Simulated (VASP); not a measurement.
# ZnS (F-43m) in VASP: notebook

The runs below take ZnS through single point, with PBE.

Program: VASP 6.6.1. These are calculated values, not measurements. Logs are shortened: lines on timing, memory, paths and dates and some standing lists are left out, and cuts for length are marked.

**Measured values to compare with.**

“Electronic, vibrational, and thermodynamic properties of ZnS (zincblende and rocksalt structure)”, 2009, arxiv:0911.5022 quotes, for a bulk crystal of ZnS at 19 K: band gap 3.85 eV (direct).

The results are compared with them further down.

**1. Starting point**

The structure is cubic, space group F-43m (No. 216). Conventional cell: a = 5.404 Å, b = 5.404 Å, c = 5.404 Å, α = 90.00°, β = 90.00°, γ = 90.00°. Zn (site symmetry -43m) is surrounded by 4 S at 2.34 Å. S (site symmetry -43m) has 4 Zn at 2.34 Å as nearest neighbours.

**2. Single point, PBE**

The input, INCAR:

```
ALGO = Fast
EDIFF = 1E-7
ENCUT = 600
GGA = PE
ISIF = 2
ISMEAR = 0
LASPH = True
LCHARG = False
LREAL = False
LWAVE = False
NELM = 100
PREC = Accurate
SIGMA = 0.02
```

The input, KPOINTS:

```
k-points
0
Gamma
  8 8 8
```

The input, POSCAR:

```
ZnS
1.0
    0.0000000000      2.7020000000      2.7020000000
    2.7020000000      0.0000000000      2.7020000000
    2.7020000000      2.7020000000      0.0000000000
Zn S
1 1
Direct
    0.2500000000      0.2500000000      0.2500000000
    0.0000000000      0.0000000000      0.0000000000
```

Potentials or basis: VASP PAW PBE potentials, release 64 (Zn, S).

Launch:

```sh
cat potpaw_PBE.64/Zn/POTCAR potpaw_PBE.64/S/POTCAR > POTCAR
mpirun -np 1 vasp_std > vasp.out
```

OUTCAR:

```text
EDIFF = 1E-7
   ENCUT = 600
   GGA = PE
   ISIF = 2
   ISMEAR = 0
   LASPH = True
   LREAL = False
   NELM = 100
   PREC = Accurate

 ion  position               nearest neighbor table
   1  0.250  0.250  0.250-   2 2.34   2 2.34   2 2.34   2 2.34
   2  0.000  0.000  0.000-   1 2.34   1 2.34   1 2.34   1 2.34

  LATTYP: Found a face centered cubic cell.
 ALAT       =     5.4040000000

  Lattice vectors:

 A1 = (   0.0000000000,   2.7020000000,   2.7020000000)
 A2 = (   2.7020000000,   0.0000000000,   2.7020000000)
 A3 = (   2.7020000000,   2.7020000000,   0.0000000000)

Analysis of symmetry for initial positions (statically):
=====================================================================
 Subroutine PRICEL returns:
 Original cell was already a primitive cell.

 Routine SETGRP: Setting up the symmetry group for a
 face centered cubic supercell.

 Subroutine GETGRP returns: Found 24 space group operations
 (whereof 24 operations were pure point group operations)
 out of a pool of 48 trial point group operations.

The static configuration has the point symmetry T_d .

Analysis of symmetry for dynamics (positions and initial velocities):
=====================================================================
 Subroutine PRICEL returns:
 Original cell was already a primitive cell.

 Routine SETGRP: Setting up the symmetry group for a
 face centered cubic supercell.

 Subroutine GETGRP returns: Found 24 space group operations
 (whereof 24 operations were pure point group operations)
 out of a pool of 48 trial point group operations.

The dynamic configuration has the point symmetry T_d .

 Subroutine INISYM returns: Found 24 space group operations
 (whereof 24 operations are pure point group operations),
 and found     1 'primitive' translations

----------------------------------------------------------------------------------------

                                     Primitive cell

  volume of cell :      39.4535

  direct lattice vectors                    reciprocal lattice vectors
     0.000000000  2.702000000  2.702000000    -0.185048113  0.185048113  0.185048113
     2.702000000  0.000000000  2.702000000     0.185048113 -0.185048113  0.185048113
     2.702000000  2.702000000  0.000000000     0.185048113  0.185048113 -0.185048113

  length of vectors
     3.821205046  3.821205046  3.821205046     0.320512733  0.320512733  0.320512733

  position of ions in fractional coordinates (direct lattice)
     0.250000000  0.250000000  0.250000000
     0.000000000  0.000000000  0.000000000

  ion indices of the primitive-cell ions
   primitive index   ion index
                 1           1
                 2           2

----------------------------------------------------------------------------------------

 KPOINTS: k-points

Automatic generation of k-mesh.
 Grid dimensions read from file:
 generate k-points for:    8    8    8

 Generating k-lattice:

  Cartesian coordinates                     Fractional coordinates (reciprocal lattice)
    -0.023131014  0.023131014  0.023131014     0.125000000  0.000000000  0.000000000
     0.023131014 -0.023131014  0.023131014     0.000000000  0.125000000  0.000000000
     0.023131014  0.023131014 -0.023131014     0.000000000  0.000000000  0.125000000

  Length of vectors
     0.040064092  0.040064092  0.040064092

  Shift w.r.t. Gamma in fractional coordinates (k-lattice)
     0.000000000  0.000000000  0.000000000

 Subroutine IBZKPT returns following result:
 ===========================================

 Found     29 irreducible k-points:

 Following reciprocal coordinates:
            Coordinates               Weight
  0.000000  0.000000  0.000000      1.000000
  0.125000  0.000000  0.000000      8.000000
  0.250000  0.000000  0.000000      8.000000
  0.375000  0.000000  0.000000      8.000000
  0.500000  0.000000  0.000000      4.000000
  0.125000  0.125000  0.000000      6.000000
[... 16 lines left out ...]
  0.500000  0.250000  0.125000     48.000000
 -0.375000  0.250000  0.125000     24.000000
 [... further k-points ...]
   k-points           NKPTS =     29   k-points in BZ     NKDIM =     29   number of bands    NBANDS=     13
   number of dos      NEDOS =    301   number of ions     NIONS =      2
   total plane-waves  NPLWV =  32768
   dimension x,y,z NGX =    32 NGY =   32 NGZ =   32
   dimension x,y,z NGXF=    64 NGYF=   64 NGZF=   64
   ions per type =               1   1
   NGX,Y,Z   is equivalent  to a cutoff of  13.92, 13.92, 13.92 a.u.
   NGXF,Y,Z  is equivalent  to a cutoff of  27.84, 27.84, 27.84 a.u.
 SYSTEM =  unknown system
   PREC   = accura    normal or accurate (medium, high low for compatibility)
   ISTART =      0    job   : 0-new  1-cont  2-samecut
   ICHARG =      2    charge: 1-file 2-atom 10-const
   ISPIN  =      1    spin polarized calculation?
   LNONCOLLINEAR =      F non collinear calculations
   LSORBIT =      F    spin-orbit coupling
   LASPH  =      T    aspherical Exc in radial PAW
   ENCUT  =  600.0 eV  44.10 Ry    6.64 a.u.   7.63  7.63  7.63*2*pi/ulx,y,z
   NELM   =    100;   NELMIN=  2; NELMDL= -5     # of ELM steps
   EDIFF  = 0.1E-06   stopping-criterion for ELM
   LREAL  =      F    real-space projection
   EDIFFG = 0.1E-05   stopping-criterion for IOM
   NSW    =      0    number of steps for IOM
   IBRION =     -1    ionic relax: 0-MD 1-quasi-New 2-CG
   NFREE  =      0    steps in history (QN), initial steepest desc. (CG)
   ISIF   =      2    stress and relaxation
   ISYM   =      2    0-nonsym 1-usesym 2-fastsym
   POTIM  = 0.5000    time-step for ionic-motion
   TEBEG  =    0.0;   TEEND  =   0.0 temperature during run
   PSTRESS=    0.0 pullay stress
   NELECT =      18.0000    total number of electrons
   NUPDOWN=      -1.0000    fix difference up-down
   EMIN   =  10.00;   EMAX   =-10.00  energy-range for DOS
   EFERMI =   0.00;   METHOD = LEGACY
   ISMEAR =     0;   SIGMA  =   0.02  broadening in eV -4-tet -1-fermi 0-gaus
   EFERMI_NEDOS =   21; number of points for ismear=-14 and -15
   IALGO  =     68    algorithm
   IMIX   =      4    mixing-type and parameters
     AMIX     =   0.40;   BMIX     =  1.00
     AMIX_MAG =   1.60;   BMIX_MAG =  1.00
  volume/ion in A,a.u.               =      19.73       133.12
  Fermi-wavevector in a.u.,A,eV,Ry     =   1.260290  2.381602 21.610537  1.588330
  Thomas-Fermi vector in A             =   2.393807
   LORBIT       =      0    0 simple, 1 ext, 2 COOP (PROOUT), +10 PAW based schemes
   GGA     = PE    functional components
   LHFCALC =     F    Hartree Fock is set to
   AEXX    =    0.0000 exact exchange contribution
   IVDW    =     0    specifies the selected vdW correction
   LEPSILON=     F    determine dielectric tensor
   LRPA    =     F    only Hartree local field effects (RPA)
 non-spin polarized calculation
 RMM-DIIS sequential band-by-band and
 Gauss-broadening in eV      SIGMA  =   0.02
  energy-cutoff  :      600.00
  volume of cell :       39.45
 maximum number of plane-waves:      1363
 NGX is ok and might be reduce to    32
   NGX = 15   NGY = 15   NGZ = 15

 number of electron      17.9999998 magnetization

 Free energy of the ion-electron system (eV)
  ---------------------------------------------------
  ext. energy  EPLUGINS =         0.00000000
  ---------------------------------------------------
  free energy    TOTEN  =        -6.84707362 eV

  energy without entropy =       -6.84707362  energy(sigma->0) =       -6.84707362

 E-fermi :   2.1889     XC(G=0):  -9.6298

 val. band max:        2.1063277188   @ k =   0.0000   0.0000   0.0000
 cond. band min:       4.2212870259   @ k =   0.0000   0.0000   0.0000
 fundamental gap:      2.1149593070
 Fermi energy:         2.1888772558

 k-point     1 :       0.0000    0.0000    0.0000
  band No.  band energies     occupation
      1     -11.0335      2.00000
      2      -4.2328      2.00000
      3      -4.2328      2.00000
      4      -4.2328      2.00000
      5      -3.7346      2.00000
      6      -3.7346      2.00000
      7       2.1063      2.00000
      8       2.1063      2.00000
      9       2.1063      2.00000
     10       4.2213      0.00000
     11       8.5032      0.00000
     12       8.5032      0.00000
     13       8.5032      0.00000

 k-point     2 :       0.1250    0.0000    0.0000
  band No.  band energies     occupation
      1     -10.9168      2.00000
      2      -4.2315      2.00000
      3      -4.2117      2.00000
      4      -4.2117      2.00000
      5      -3.7362      2.00000
      6      -3.7362      2.00000
      7       0.9919      2.00000
      8       1.9590      2.00000
      9       1.9590      2.00000
     10       5.0411      0.00000
     11       8.4110      0.00000
     12       8.7569      0.00000
     13       8.7569      0.00000

 k-point     3 :       0.2500    0.0000    0.0000
  band No.  band energies     occupation
      1     -10.6119      2.00000
      2      -4.1841      2.00000
      3      -4.1657      2.00000
      4      -4.1657      2.00000
      5      -3.7330      2.00000
      6      -3.7330      2.00000
      7      -0.7261      2.00000
      8       1.6381      2.00000
      9       1.6381      2.00000
     10       5.5831      0.00000
     11       9.0499      0.00000
     12       9.1273      0.00000
     13       9.1273      0.00000
[... 305 lines left out ...]
 k-point    23 :       0.5000    0.2500    0.1250
  band No.  band energies     occupation
      1     -10.0835      2.00000
      2      -4.1215      2.00000
      3      -4.0695      2.00000
      4      -3.9268      2.00000
      5      -3.7168      2.00000
      6      -3.6616      2.00000
      7      -2.0807      2.00000
      8      -0.1193      2.00000
      9       0.8379      2.00000
     10       6.9922      0.00000
     11       8.1194      0.00000
     12       9.2891      0.00000
     13      10.8716      0.00000

 k-point    24 :      -0.3750    0.2500    0.1250
  band No.  band energies     occupation
      1      -9.9539      2.00000
      2      -4.1054      2.00000
      3      -4.0481      2.00000
      4      -3.7885      2.00000
      5      -3.7221      2.00000
      6      -3.4650      2.00000
      7      -2.7733      2.00000
      8      -0.2370      2.00000
      9       0.6476      2.00000
     10       6.9704      0.00000
     11       8.0724      0.00000
     12       9.9516      0.00000
     13      11.1599      0.00000

 [... further k-points ...]

------------------------ aborting loop because EDIFF is reached ----------------------------------------

  FORCE on cell =-STRESS in cart. coord.  units (eV):
  Direction    XX          YY          ZZ          XY          YZ          ZX
  --------------------------------------------------------------------------------------
  -------------------------------------------------------------------------------------
  Total        0.4372989      0.4372989      0.4372989      0.0000000     -0.0000000      0.0000000
  in kB       17.7583615     17.7583615     17.7583615      0.0000000     -0.0000000      0.0000000
  external PRESSURE =      17.7583615 kB  Pullay stress =       0.0000000 kB

 VOLUME and BASIS-vectors are now :
 -----------------------------------------------------------------------------
  energy-cutoff  :      600.00
  volume of cell :       39.45
      direct lattice vectors                 reciprocal lattice vectors
     0.000000000  2.702000000  2.702000000    -0.185048113  0.185048113  0.185048113
     2.702000000  0.000000000  2.702000000     0.185048113 -0.185048113  0.185048113
     2.702000000  2.702000000  0.000000000     0.185048113  0.185048113 -0.185048113

 POSITION                                       TOTAL-FORCE (eV/Angst)
 -----------------------------------------------------------------------------------
      1.35100      1.35100      1.35100         0.000000      0.000000      0.000000
      0.00000      0.00000      0.00000        -0.000000     -0.000000     -0.000000
 -----------------------------------------------------------------------------------
    total drift:                               -0.000001     -0.000001     -0.000001

  FREE ENERGIE OF THE ION-ELECTRON SYSTEM (eV)
  ---------------------------------------------------
  free  energy   TOTEN  =        -6.8470736235 eV

  energy  without entropy=       -6.8470736234  energy(sigma->0) =       -6.84707362
```

It took 23 s on 1 thread of Intel Xeon Platinum 8259CL at 2.50GHz (Skylake/Cascade Lake), shared host; peak memory 0.18 GiB.

What came out:

| Property | Result |
| --- | --- |
| Free energy | -6.8471 eV |
| Pressure | 1.8 GPa |
| Band gap on the k mesh | 2.12 eV, direct |

**3. Single point, PBE**

INCAR: that of step 2 with these lines changed.

```diff
@@ -2,3 +2,3 @@
 EDIFF = 1E-7
-ENCUT = 600
+ENCUT = 700
 GGA = PE
```

KPOINTS is that of step 2.

POSCAR is that of step 2.

Potentials or basis: VASP PAW PBE potentials, release 64 (Zn, S).

Launch:

```sh
cat potpaw_PBE.64/Zn/POTCAR potpaw_PBE.64/S/POTCAR > POTCAR
mpirun -np 1 vasp_std > vasp.out
```

Run time: 35 s. Hardware: 1 thread of Intel Xeon Platinum 8259CL at 2.50GHz (Skylake/Cascade Lake), shared host; peak memory 0.21 GiB.

It converged, with:

| Quantity | Value |
| --- | --- |
| Free energy | -6.8470 eV |
| Pressure | 1.8 GPa |
| Band gap on the k mesh | 2.12 eV, direct |

Levels at points of the mesh, in eV from the valence-band top:
```tsv
k point	band 7	band 8	band 9	band 10	band 11	band 12
(0.00, 0.00, 0.00)	0.00	0.00	0.00	2.12	6.40	6.40
(0.50, 0.00, 0.00)	-5.29	-0.87	-0.87	3.31	6.93	6.93
(0.50, 0.50, 0.00)	-4.56	-2.22	-2.22	3.41	4.07	10.98
```

**4. Against experiment**

Step 2. Against the measured gap of ZnS, 3.85 eV (direct; 19 K; quoted in “Electronic, vibrational, and thermodynamic properties of ZnS (zincblende and rocksalt structure)”, 2009, arxiv:0911.5022), the calculated 2.12 eV is off by -1.73 eV. The value is that of PBE, without temperature or zero-point motion. Semilocal functionals fall short of measured gaps as a rule.

Step 3. A measured gap of ZnS is 3.85 eV (direct; 19 K; quoted in “Electronic, vibrational, and thermodynamic properties of ZnS (zincblende and rocksalt structure)”, 2009, arxiv:0911.5022); the calculated 2.12 eV misses it by -1.73 eV. The value is that of PBE, without temperature or zero-point motion. Semilocal functionals fall short of measured gaps as a rule.
